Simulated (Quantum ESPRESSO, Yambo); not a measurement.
# CdSe (F-43m): G0W0 on several meshes in Yambo, part 2 of 2

How does the mesh move the gap of CdSe (F-43m)?

Quantum ESPRESSO 7.5 and Yambo 5.3.0; PBE and many-body steps on it, plane waves. Known limits of the many-body steps: not at the basis limit; no spin-orbit coupling; coarse k mesh.

So far. Step 4 (4×4×4): The gap on the mesh goes from 0.55 eV to 1.19 eV, a correction of +0.64 eV. Step 5 (Empty states on the mesh, 2×2×2 mesh, 173 bands): On this mesh the gap is 0.551 eV.

## Step 6: Conversion and set-up

This step: Yambo 5.3.0; conversion and set-up on PBE, plane waves, norm-conserving pseudopotentials.

Run with:

```console
$ (cd o/x.save; p2y > p2y.log; mv SAVE ../..); yambo > setup.log
```

Log:

```text
 Yambo, version 5.3.0

 [02] CORE Variables Setup
 =========================

  [02.01] Unit cells
  ==================

  Cell kind             :  FCC
  Atoms in the cell     :  Cd  Se
  number of Cd atoms    :  1
  number of Se atoms    :  1

  List of atomic masses
  Mass of Cd    :  112.4100
  Mass of Se    :  78.97100

  List of atomic coordinates    : [cc]
  Cd1       :  0.000000  0.000000  0.000000  order 1
  Se1       :  8.702958  8.702958  8.702958  order 2

  Alat factors          :  5.801972  5.801972  5.801972 [a.u.]
  Direct lattice volume :  390.6221 [a.u.]
[...]
0.000000  0.000000  0.000000  0.000000  0.000000  0.000000  0.000000  0.000000

 [03] Transferred momenta grid and indexing
 ==========================================

 IBZ Q-points                                      :  3
 BZ  Q-points                                      :   8

 K/Q-points units:
 rlu = crystal or reduced units; cc = cartesian coordinates; iku = interal k-units

 Q [1]          [rlu]:  0.000000  0.000000  0.000000
 Q [2]          [rlu]:  0.14805E-16 -0.12951E-16 -0.50000
 Q [3]          [rlu]:  0.13563E-16 -0.50000     -0.50000

  [03.01] X indexes
  =================

   [03.01.01] Sigma indexes
   ========================

 [06] Game Over & Game summary
```

Elapsed: 3 s, on 1 MPI rank of Arm Neoverse V1, shared host; peak memory 0.26 GiB.

## Step 7: 2×2×2

This step: G0W0 on PBE, plane waves, norm-conserving pseudopotentials.

gw11.in

```
HF_and_locXC
gw0
dyson
ppa
em1d
rim_cut
RandQpts= 1000000
RandGvec= 1 RL
EXXRLvcs= 104 Ry
VXCRLvcs= 416 Ry
Chimod= "HARTREE"
% BndsRnXp
 1 | 173 |
%
NGsBlkXp= 15.5 Ry
% LongDrXp
 1 | 1 | 1 |
%
% GbndRnge
 1 | 173 |
%
DysSolver= "n"
ExtendOut
PPAPntXp= 27.21138 eV
% QPkrange
 1 | 1 | 21 | 24 |
%
```

Run with:

```console
$ OMP_NUM_THREADS=1 mpirun -n 8 yambo -F gw11.in -J gw11 -C gw11 > gw11.log
```

Log:

```text
 Yambo, version 5.3.0

 [02] CORE Variables Setup
 =========================

  [... cell, symmetries and grids as in the set-up ...]

  [02.05] Energies & Occupations
  ==============================

  [X] === General ===
  [X] Electronic Temperature                        :  0.000000  0.000000 [eV K]
  [X] Bosonic    Temperature                        :  0.000000  0.000000 [eV K]
  [X] Finite Temperature mode                       : no
  [X] El. density                                   :  0.76014E+24 [cm-3]
  [X] Fermi Level                                   :  7.671117 [eV]

  [X] === Gaps and Widths ===
  [X] Conduction Band Min                           :  0.550945 [eV]
  [X] Valence Band Max                              :  0.000000 [eV]
  [X] Filled Bands                                  :  22
  [X] Empty Bands                                   :   23  173
  [X] Direct Gap                                    :  0.550945 [eV]
  [X] Direct Gap localized at k                     :  1
  [X] Indirect Gap                                  :  0.550945 [eV]
  [X] Indirect Gap between kpts                     :  1  1
  [X] Last valence band width                       :  1.753949 [eV]
  [X] 1st conduction band width                     :  2.653306 [eV]

 [03] Transferred momenta grid and indexing
 ==========================================

 IBZ Q-points                                      :  3
 BZ  Q-points                                      :   8

 K/Q-points units:
 rlu = crystal or reduced units; cc = cartesian coordinates; iku = interal k-units

 Q [1]          [rlu]:  0.000000  0.000000  0.000000
 Q [2]          [rlu]:  0.14805E-16 -0.12951E-16 -0.50000
 Q [3]          [rlu]:  0.13563E-16 -0.50000     -0.50000

 [04] Coloumb potential Random Integration (RIM)
[...]
================================================

 [VXC] Plane waves :   55849
 [EXS] Plane waves :   6975

 QP @ state[ 1 ] K range:  1  1
 QP @ state[ 1 ] b range:  21  24

 [xc] Functional : Perdew, Burke & Ernzerhof(X)+Perdew, Burke & Ernzerhof(C)
 [xc] LIBXC used to calculate xc functional
  PP Number of Atomic Species                      :  2
  NLCC RL compoments                               :   55849
  PP Number of Atomic Species                      :  2
  NLCC RL compoments                               :   55849

 [xc] E_xc :  -40.62230 [Ha]
      E_xc :  -81.24461 [Ry]

  Local XC kind (lXC) : Perdew, Burke & Ernzerhof(X)+Perdew, Burke & Ernzerhof(C)
  Non-Local XC kind (nlXC) : Hartree-Fock

  Corrections @ K [1] :  [eV]
 <21|nlXC|21> = -18.73369  0.13725E-16 <21|lXC|21> = -15.90304 -0.18874E-15
 <22|nlXC|22> = -18.73369  0.13971E-16 <22|lXC|22> = -15.90304 -0.44424E-19
 <23|nlXC|23> = -6.990539  0.36265E-17 <23|lXC|23> = -11.46495 -0.33911E-19
 <24|nlXC|24> = -5.391874  0.15040E-17 <24|lXC|24> = -10.20585 -0.18882E-15

 [08] Dyson equation: Newton solver
 ==================================

  [08.01] G0W0 (W PPA)
  ====================

  [  GW  ] Bands range     :    1  173
  [GW/PPA] G damping       :  0.100000 [eV]

  QP @ state[ 1 ] K range:  1  1
  QP @ state[ 1 ] b range:  21  24

   Sc/G bands                                       :    1  173
   Sc/G damping                                     :  0.100000 ev
   Sc bands terminator                              : no
   Sx RL components                                 :   6975

   QP @ state[ 1 ] K range                          :  1  1
   QP @ state[ 1 ] b range                          :  21  24
   GF energies kind                                 : Perdew, Burke & Ernzerhof(X)+Perdew, Burke & Ernzerhof(C)
   GF WF`s kind                                     : Perdew, Burke & Ernzerhof(X)+Perdew, Burke & Ernzerhof(C)
   Xs energies kind                                 : Perdew, Burke & Ernzerhof(X)+Perdew, Burke & Ernzerhof(C)
   Xs WF`s kind                                     : Perdew, Burke & Ernzerhof(X)+Perdew, Burke & Ernzerhof(C)

 [11] Game Over & Game summary
```

Wall time 20 s (8 MPI ranks); peak memory 3.2 GiB; 2.5 min of CPU time.

Numbers from this step:

| Item | Value |
| --- | --- |
| G0W0 gap on the points computed | 1.157 eV |
| starting gap on the mesh | 0.5509 eV |
| k of the valence top | 0, 0, 0 |
| k of the conduction bottom | 0, 0, 0 |
| least direct G0W0 gap on the computed points | 1.157 eV |
| Z at the valence top | 0.7955 |
| Z at the conduction bottom | 0.8158 |

Against G0W0 in Yambo (4×4×4 mesh, 173 bands, screening to 210.9 eV, Godby-Needs plasmon pole), the gap moves by −0.035 eV.

## Step 8: The runs together

Times are wall times on 8 MPI ranks of Arm Neoverse V1, shared host, good to a factor of about two.

| run | mesh | bands | screening cutoff (eV) | DFT gap (eV) | gap on the mesh (eV) | direct (eV) | time |
| --- | --- | --- | --- | --- | --- | --- | --- |
| 4×4×4 | 4×4×4 | 173 | 210.9 | 0.551 | 1.191 | 1.191 | 4.5 min |
| 2×2×2 | 2×2×2 | 173 | 210.9 | 0.551 | 1.157 | 1.157 | 20 s |

## Step 9: What came out

* 4×4×4: 1.191 eV
* 2×2×2: 1.157 eV
* known limits: not at the basis limit; no spin-orbit coupling; coarse k mesh

2×2×2: −0.035 eV against 4×4×4. Bands and cutoff are finite, so the gap is not at the basis limit. The miss can reach some tenths of an eV and take either sign; the mesh is an error of its own. In the G0W0 runs levels were corrected at 1 k point alone, so a gap called «on the mesh» is the least over those, and an edge elsewhere would be missed. The 4×4×4 mesh is coarse for this cell, which bears on the long-range parts of exchange and screening. Mesh or cutoff lie under what a gap needs, so these runs test behaviour and cost; their gaps are not to be quoted. The many-body steps are scalar-relativistic: spin-orbit coupling is not in them.

[Paths, hosts, dates, memory and timing lines, banners, echoed tables and standing remarks are left out of the program output.]

[Logs are printed without paths, hosts, clocks, repeated set-up lines and the standing remarks that a program may print on its own settings, such as how far it seeks lower states.]

[Runs of the session that timed out or met a known fault of the program may be left out.]

[Hosts, paths, dates, database ids (printed as entryN), source tags and the programs' standing remarks are cut or masked in the printed files.]
